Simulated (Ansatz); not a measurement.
Au:

```
Au
1.0
     2.81549    0.00000    0.00000
    -0.01296    2.82018    0.00000
    -1.13789   -1.18541    4.92401
Au
2
Direct
  0.67286 0.66596 0.27405
  0.32714 0.33404 0.72594
```

This isn't the form of Au at room conditions, which is fcc.

Program: Ansatz 0.2.0. Alike in all runs: task projected density of states; potentials or basis Ansatz PAW; no spin polarisation; cell as given; k mesh 6 × 6 × 3; smearing fermi-dirac 0.05 eV; the mesh is coarse, so values aren't converged.

Question: Order these runs on this cell by their pressure, lowest first.
A. level LDA; cutoff (eV) 420
B. level r2SCAN0; cutoff (eV) 500
C. level PBE0; cutoff (eV) 420
D. level PBEsol; cutoff (eV) 420

Answer: A (-12.8 GPa), D (-9.0 GPa), B (-5.9 GPa), C (-4.2 GPa).

Caveats: all runs use coarse meshes; the PAW data sets come from PBE, with cores solved anew for the run's functional, which leaves a small shift of forces and pressure; the thresholds are loose for stress (some runs).
